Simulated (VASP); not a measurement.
# SnO2 (R-3m) in VASP: further runs

One crystal, SnO2, is run at these levels: LDA; tasks: single point.

All numbers are computed with VASP 6.6.1; they aren't measurements. Logs are shortened: lines on timing, memory, paths and dates and some standing lists are left out, and cuts for length are marked.

## 1. Starting point

It takes space group R-3m (No. 166, trigonal). The conventional cell has a = 3.167 Å, b = 3.167 Å, c = 14.102 Å, α = 90.00°, β = 90.00°, γ = 120.00°. Sn (site symmetry -3m) is surrounded by 6 O at 2.08 Å. O (site symmetry 3m) is surrounded by 3 Sn at 2.08 Å.

Measurements of this composition are mostly on another form, of space group No. 136.

## 2. Single point, LDA

INCAR

```
SYSTEM = SnO2
PREC = Accurate
ENCUT = 520
EDIFF = 1E-6
ISMEAR = 0
SIGMA = 0.01
LREAL = .FALSE.
LASPH = .TRUE.
NELM = 100
ALGO = Normal
ISIF = 2
LWAVE = .FALSE.
LCHARG = .FALSE.
NBANDS = 20
```

KPOINTS

```
Automatic mesh
0
G
  6 6 6
  0 0 0
```

POSCAR

```
SnO2
1.0
    1.5833884416      0.9141697430      4.7005359556
   -1.5833884416      0.9141697430      4.7005359556
    0.0000000000     -1.8283394860      4.7005359556
Sn O
1 2
Direct
    0.5000000000      0.5000000000      0.5000000000
    0.2372162683      0.2372162683      0.2372162683
    0.7627837317      0.7627837317      0.7627837317
```

Potentials or basis: VASP PAW LDA potentials, release 64 (Sn_d, O).

Run with:

```sh
cat potpaw_LDA.64/Sn_d/POTCAR potpaw_LDA.64/O/POTCAR > POTCAR
mpirun -np 1 vasp_std > vasp.out
```

OUTCAR:

```text
SYSTEM = SnO2
   PREC = Accurate
   ENCUT = 520
   EDIFF = 1E-6
   ISMEAR = 0
   LREAL = .FALSE.
   LASPH = .TRUE.
   NELM = 100
   ISIF = 2

 ion  position               nearest neighbor table
   1  0.500  0.500  0.500-   2 2.08   2 2.08   3 2.08   3 2.08   2 2.08   3 2.08
   2  0.237  0.237  0.237-   1 2.08   1 2.08   1 2.08
   3  0.763  0.763  0.763-   1 2.08   1 2.08   1 2.08

  LATTYP: Found a trigonal (rhomboedric) cell.
 ALAT       =     5.0435962909
 COS(alpha) =     0.8028828991

  Lattice vectors:

 A1 = (   1.5833884416,   0.9141697430,   4.7005359556)
 A2 = (  -1.5833884416,   0.9141697430,   4.7005359556)
 A3 = (   0.0000000000,  -1.8283394860,   4.7005359556)

Analysis of symmetry for initial positions (statically):
=====================================================================
 Subroutine PRICEL returns:
 Original cell was already a primitive cell.

 Routine SETGRP: Setting up the symmetry group for a
 trigonal (rhombohedral) supercell.

 Subroutine GETGRP returns: Found 12 space group operations
 (whereof 12 operations were pure point group operations)
 out of a pool of 12 trial point group operations.

The static configuration has the point symmetry D_3d.

Analysis of symmetry for dynamics (positions and initial velocities):
=====================================================================
 Subroutine PRICEL returns:
 Original cell was already a primitive cell.

 Routine SETGRP: Setting up the symmetry group for a
 trigonal (rhombohedral) supercell.

 Subroutine GETGRP returns: Found 12 space group operations
 (whereof 12 operations were pure point group operations)
 out of a pool of 12 trial point group operations.

The dynamic configuration has the point symmetry D_3d.

 Subroutine INISYM returns: Found 12 space group operations
 (whereof 12 operations are pure point group operations),
 and found     1 'primitive' translations

----------------------------------------------------------------------------------------

                                     Primitive cell

  volume of cell :      40.8238

  direct lattice vectors                    reciprocal lattice vectors
     1.583388442  0.914169743  4.700535956     0.315778483  0.182314792  0.070913899
    -1.583388442  0.914169743  4.700535956    -0.315778483  0.182314792  0.070913899
     0.000000000 -1.828339486  4.700535956     0.000000000 -0.364629584  0.070913899

  length of vectors
     5.043596291  5.043596291  5.043596291     0.371461323  0.371461323  0.371461323

  position of ions in fractional coordinates (direct lattice)
     0.500000000  0.500000000  0.500000000
     0.237216268  0.237216268  0.237216268
     0.762783732  0.762783732  0.762783732

  ion indices of the primitive-cell ions
   primitive index   ion index
                 1           1
                 2           2
                 3           3

----------------------------------------------------------------------------------------

 KPOINTS: Automatic mesh

Automatic generation of k-mesh.
 Grid dimensions read from file:
 generate k-points for:    6    6    6

 Generating k-lattice:

  Cartesian coordinates                     Fractional coordinates (reciprocal lattice)
     0.052629747  0.030385799  0.011818983     0.166666667 -0.000000000 -0.000000000
    -0.052629747  0.030385799  0.011818983    -0.000000000  0.166666667 -0.000000000
     0.000000000 -0.060771597  0.011818983    -0.000000000 -0.000000000  0.166666667

  Length of vectors
     0.061910221  0.061910221  0.061910221

  Shift w.r.t. Gamma in fractional coordinates (k-lattice)
     0.000000000  0.000000000  0.000000000

 Subroutine IBZKPT returns following result:
 ===========================================

 Found     32 irreducible k-points:

 Following reciprocal coordinates:
            Coordinates               Weight
  0.000000  0.000000  0.000000      1.000000
  0.166667  0.000000 -0.000000      6.000000
  0.333333 -0.000000 -0.000000      6.000000
  0.500000  0.000000 -0.000000      3.000000
  0.166667  0.166667 -0.000000      6.000000
  0.333333  0.166667 -0.000000     12.000000
[... 16 lines left out ...]
  0.500000  0.500000  0.166667      6.000000
 -0.333333  0.500000  0.166667     12.000000
 [... further k-points ...]
   k-points           NKPTS =     32   k-points in BZ     NKDIM =     32   number of bands    NBANDS=     20
   number of dos      NEDOS =    301   number of ions     NIONS =      3
   total plane-waves  NPLWV =  64000
   dimension x,y,z NGX =    40 NGY =   40 NGZ =   40
   dimension x,y,z NGXF=    80 NGYF=   80 NGZF=   80
   ions per type =               1   2
   NGX,Y,Z   is equivalent  to a cutoff of  13.18, 13.18, 13.18 a.u.
   NGXF,Y,Z  is equivalent  to a cutoff of  26.37, 26.37, 26.37 a.u.
 SYSTEM =  SnO2
   PREC   = accura    normal or accurate (medium, high low for compatibility)
   ISTART =      0    job   : 0-new  1-cont  2-samecut
   ICHARG =      2    charge: 1-file 2-atom 10-const
   ISPIN  =      1    spin polarized calculation?
   LNONCOLLINEAR =      F non collinear calculations
   LSORBIT =      F    spin-orbit coupling
   LASPH  =      T    aspherical Exc in radial PAW
   ENCUT  =  520.0 eV  38.22 Ry    6.18 a.u.   9.38  9.38  9.38*2*pi/ulx,y,z
   NELM   =    100;   NELMIN=  2; NELMDL= -5     # of ELM steps
   EDIFF  = 0.1E-05   stopping-criterion for ELM
   LREAL  =      F    real-space projection
   EDIFFG = 0.1E-04   stopping-criterion for IOM
   NSW    =      0    number of steps for IOM
   IBRION =     -1    ionic relax: 0-MD 1-quasi-New 2-CG
   NFREE  =      0    steps in history (QN), initial steepest desc. (CG)
   ISIF   =      2    stress and relaxation
   ISYM   =      2    0-nonsym 1-usesym 2-fastsym
   POTIM  = 0.5000    time-step for ionic-motion
   TEBEG  =    0.0;   TEEND  =   0.0 temperature during run
   PSTRESS=    0.0 pullay stress
   NELECT =      26.0000    total number of electrons
   NUPDOWN=      -1.0000    fix difference up-down
   EMIN   =  10.00;   EMAX   =-10.00  energy-range for DOS
   EFERMI =   0.00;   METHOD = LEGACY
   ISMEAR =     0;   SIGMA  =   0.01  broadening in eV -4-tet -1-fermi 0-gaus
   EFERMI_NEDOS =   21; number of points for ismear=-14 and -15
   IALGO  =     38    algorithm
   IMIX   =      4    mixing-type and parameters
     AMIX     =   0.40;   BMIX     =  1.00
     AMIX_MAG =   1.60;   BMIX_MAG =  1.00
  volume/ion in A,a.u.               =      13.61        91.83
  Fermi-wavevector in a.u.,A,eV,Ry     =   1.408516  2.661708 26.992815  1.983916
  Thomas-Fermi vector in A             =   2.530665
   LORBIT       =      0    0 simple, 1 ext, 2 COOP (PROOUT), +10 PAW based schemes
   GGA     = CA    functional components
   LHFCALC =     F    Hartree Fock is set to
   AEXX    =    0.0000 exact exchange contribution
   IVDW    =     0    specifies the selected vdW correction
   LEPSILON=     F    determine dielectric tensor
   LRPA    =     F    only Hartree local field effects (RPA)
 non-spin polarized calculation
 Gauss-broadening in eV      SIGMA  =   0.01
  energy-cutoff  :      520.00
  volume of cell :       40.82
 maximum number of plane-waves:      1114
 NGX is ok and might be reduce to    40
   NGX = 19   NGY = 19   NGZ = 19

 number of electron      26.0000004 magnetization

 Free energy of the ion-electron system (eV)
  ---------------------------------------------------
  ext. energy  EPLUGINS =         0.00000000
  ---------------------------------------------------
  free energy    TOTEN  =       -20.50027124 eV

  energy without entropy =      -20.50027124  energy(sigma->0) =      -20.50027124

 E-fermi :   3.7593     XC(G=0): -10.8762

 val. band max:        3.6199748936   @ k =   0.5000   0.5000  -0.0000
 cond. band min:       5.8182024076   @ k =   0.0000   0.0000   0.0000
 fundamental gap:      2.1982275140
 Fermi energy:         3.7593451683

 k-point     1 :       0.0000    0.0000    0.0000
  band No.  band energies     occupation
      1     -16.3150      2.00000
      2     -16.0213      2.00000
      3     -16.0213      2.00000
      4     -15.7527      2.00000
      5     -15.7527      2.00000
      6     -14.3955      2.00000
[... 12 lines left out ...]
     19      20.8666      0.00000
     20      21.0835      0.00000

 k-point     2 :       0.1667    0.0000   -0.0000
  band No.  band energies     occupation
      1     -16.3188      2.00000
      2     -16.1202      2.00000
      3     -15.9550      2.00000
      4     -15.8102      2.00000
      5     -15.7527      2.00000
      6     -14.1966      2.00000
[... 12 lines left out ...]
     19      17.9951      0.00000
     20      21.2115      0.00000

 k-point     3 :       0.3333   -0.0000   -0.0000
  band No.  band energies     occupation
      1     -16.7657      2.00000
      2     -15.9364      2.00000
      3     -15.8842      2.00000
      4     -15.7953      2.00000
      5     -15.6853      2.00000
      6     -13.5729      2.00000
[... 12 lines left out ...]
     19      16.6224      0.00000
     20      19.1333      0.00000

 k-point     4 :       0.5000    0.0000   -0.0000
  band No.  band energies     occupation
      1     -16.9607      2.00000
      2     -15.9480      2.00000
      3     -15.8826      2.00000
      4     -15.7023      2.00000
      5     -15.6151      2.00000
      6     -13.0918      2.00000
[... 12 lines left out ...]
     19      16.9116      0.00000
     20      17.1027      0.00000

 k-point     5 :       0.1667    0.1667   -0.0000
  band No.  band energies     occupation
      1     -16.3175      2.00000
      2     -16.1207      2.00000
      3     -15.9549      2.00000
      4     -15.8104      2.00000
      5     -15.7525      2.00000
      6     -14.1922      2.00000
[... 12 lines left out ...]
     19      17.7793      0.00000
     20      21.3002      0.00000

 k-point     6 :       0.3333    0.1667   -0.0000
  band No.  band energies     occupation
      1     -16.5556      2.00000
      2     -16.1366      2.00000
      3     -15.8487      2.00000
      4     -15.8443      2.00000
      5     -15.7069      2.00000
      6     -13.6791      2.00000
[... 12 lines left out ...]
     19      17.2136      0.00000
     20      19.6000      0.00000

 k-point     7 :       0.5000    0.1667   -0.0000
  band No.  band energies     occupation
      1     -16.7959      2.00000
      2     -16.1268      2.00000
      3     -15.8920      2.00000
      4     -15.7609      2.00000
      5     -15.6696      2.00000
      6     -12.8003      2.00000
[... 12 lines left out ...]
     19      17.4538      0.00000
     20      17.8498      0.00000
[... 277 lines left out ...]
 k-point    20 :       0.5000    0.3333    0.1667
  band No.  band energies     occupation
      1     -16.5586      2.00000
      2     -16.1368      2.00000
      3     -15.8491      2.00000
      4     -15.8436      2.00000
      5     -15.7069      2.00000
      6     -13.6316      2.00000
[... 12 lines left out ...]
     19      17.1486      0.00000
     20      19.4469      0.00000

 k-point    21 :      -0.3333    0.3333    0.1667
  band No.  band energies     occupation
      1     -16.7964      2.00000
      2     -16.1271      2.00000
      3     -15.8919      2.00000
      4     -15.7609      2.00000
      5     -15.6690      2.00000
      6     -12.7865      2.00000
[... 12 lines left out ...]
     19      17.4812      0.00000
     20      18.6310      0.00000

 k-point    22 :      -0.1667    0.3333    0.1667
  band No.  band energies     occupation
      1     -16.7933      2.00000
      2     -16.1273      2.00000
      3     -15.8918      2.00000
      4     -15.7606      2.00000
      5     -15.6701      2.00000
      6     -12.8362      2.00000
[... 12 lines left out ...]
     19      17.1100      0.00000
     20      19.1305      0.00000

 k-point    23 :       0.5000    0.5000    0.1667
  band No.  band energies     occupation
      1     -16.7654      2.00000
      2     -15.9365      2.00000
      3     -15.8833      2.00000
      4     -15.7965      2.00000
      5     -15.6853      2.00000
      6     -13.5387      2.00000
[... 12 lines left out ...]
     19      16.5320      0.00000
     20      19.9418      0.00000

 k-point    24 :      -0.3333    0.5000    0.1667
  band No.  band energies     occupation
      1     -16.7953      2.00000
      2     -16.1274      2.00000
      3     -15.8918      2.00000
      4     -15.7606      2.00000
      5     -15.6689      2.00000
      6     -12.7982      2.00000
[... 12 lines left out ...]
     19      17.4653      0.00000
     20      19.6251      0.00000

 [... further k-points ...]
[... 5 lines left out ...]
  --------------------------------------------------------------------------------------
  -------------------------------------------------------------------------------------
  Total        0.5774141      0.5774141     -0.4786831      0.0000000      0.0000000     -0.0000000
  in kB       22.6613103     22.6613103    -18.7864925      0.0000000      0.0000000     -0.0000000
  external PRESSURE =       8.8453760 kB  Pullay stress =       0.0000000 kB

 VOLUME and BASIS-vectors are now :
 -----------------------------------------------------------------------------
  energy-cutoff  :      520.00
  volume of cell :       40.82
      direct lattice vectors                 reciprocal lattice vectors
     1.583388442  0.914169743  4.700535956     0.315778483  0.182314792  0.070913899
    -1.583388442  0.914169743  4.700535956    -0.315778483  0.182314792  0.070913899
     0.000000000 -1.828339486  4.700535956     0.000000000 -0.364629584  0.070913899

 POSITION                                       TOTAL-FORCE (eV/Angst)
 -----------------------------------------------------------------------------------
      0.00000      0.00000      7.05080        -0.000000      0.000000     -0.000000
      0.00000      0.00000      3.34513         0.000000     -0.000000      0.071000
      0.00000      0.00000     10.75648         0.000000      0.000000     -0.071000
 -----------------------------------------------------------------------------------
    total drift:                                0.000000      0.000000      0.000000

  FREE ENERGIE OF THE ION-ELECTRON SYSTEM (eV)
  ---------------------------------------------------
  free  energy   TOTEN  =       -20.5002712373 eV

  energy  without entropy=      -20.5002712373  energy(sigma->0) =      -20.50027124
```

Wall time 33 s (1 thread of Intel Xeon Platinum 8488C (Sapphire Rapids), shared host); peak memory 0.2 GiB.

Results:

```yaml
Free_energy: -20.5003 eV
Pressure: 0.9 GPa
Largest_force: 0.071 eV/Å
Band_gap_on_the_k_mesh: 2.20 eV, indirect (least direct gap 2.38 eV)
```

Forces in eV/Å, atoms in the order of the input:
```
Sn   0.000  0.000  0.000
O    0.000  0.000  0.071
O    0.000  0.000 -0.071
```

Stress tensor (GPa, compression positive):
```
 2.27  0.00  0.00
 0.00  2.27  0.00
 0.00  0.00 -1.88
```

Levels at points of the mesh, in eV from the valence-band top:
```tsv
k point	band 9	band 10	band 11	band 12	band 13	band 14	band 15	band 16	band 17	band 18
(0.00, 0.00, 0.00)	-1.36	-1.36	-0.88	-0.88	-0.18	2.20	5.82	11.33	11.33	11.82
(0.50, 0.00, 0.00)	-4.44	-3.17	-1.58	-0.62	-0.58	5.77	7.90	10.23	12.47	13.19
(0.50, 0.50, 0.00)	-4.70	-3.27	-1.21	-0.43	0.00	5.43	7.03	11.07	11.28	12.58
(0.50, 0.50, 0.50)	-1.51	-1.43	-1.43	-0.82	-0.82	3.56	5.84	11.54	11.54	11.96
```

Caveat: spin-orbit coupling is left out, which moves the levels of the heavy elements. A k mesh can miss the band edges.

## 3. Single point, LDA

This run uses another cell than the first one, of 14.50 Å³/atom, 1.065 times its volume.

INCAR

```
SYSTEM = SnO2
  ALGO = Fast
  EDIFF = 1E-7
  ENCUT = 520
  ISIF = 2
  ISMEAR = 0
  LASPH = .TRUE.
  LCHARG = .TRUE.
  LELF = .TRUE.
  LREAL = .FALSE.
  LVHAR = .TRUE.
  LWAVE = .FALSE.
  NBANDS = 20
  NELM = 100
  PREC = Accurate
  SIGMA = 0.01
```

KPOINTS

```
k-points
0
G
  6 6 6
  0 0 0
```

POSCAR

```
SnO2
1.0
    1.6170930000      0.9336290000      4.8005930000
   -1.6170930000      0.9336290000      4.8005930000
    0.0000000000     -1.8672580000      4.8005930000
Sn O
1 2
Direct
    0.5000000000      0.5000000000      0.5000000000
    0.2371700000      0.2371700000      0.2371700000
    0.7628300000      0.7628300000      0.7628300000
```

Potentials or basis: VASP PAW LDA potentials, release 64 (Sn_d, O).

Run with:

```sh
cat potpaw_LDA.64/Sn_d/POTCAR potpaw_LDA.64/O/POTCAR > POTCAR
mpirun -np 1 vasp_std > vasp.out
```

Wall time 52 s (1 thread of Intel Xeon Platinum 8488C (Sapphire Rapids), shared host); peak memory 0.2 GiB.

Results (log left out):

- Free energy: -20.4366 eV
- Pressure: -8.4 GPa
- Largest force: 0.618 eV/Å
- Band gap on the k mesh: 1.77 eV, indirect (least direct gap 1.90 eV)

Forces on the atoms (eV/Å):
```
Sn   0.000  0.000  0.000
O    0.000  0.000 -0.618
O    0.000  0.000  0.618
```

Stress tensor (GPa, compression positive):
```
-9.08  0.00  0.00
 0.00 -9.08  0.00
 0.00  0.00 -7.13
```

Levels at points of the mesh, in eV from the valence-band top:
```
           k point  band 10  band 11  band 12  band 13  band 14  band 15  band 16  band 17
(0.00, 0.00, 0.00)    -1.30    -0.91    -0.91    -0.13     1.77     5.49    10.74    10.74
(0.50, 0.00, 0.00)    -2.99    -1.48    -0.61    -0.58     5.14     7.49     9.77    12.08
(0.50, 0.50, 0.00)    -3.08    -1.15    -0.47    -0.02     4.85     6.68    10.46    10.95
(0.50, 0.50, 0.50)    -1.36    -1.33    -0.86    -0.86     3.05     5.45    10.92    10.92
```

Caveat: spin-orbit coupling is left out, which moves the levels of the heavy elements.
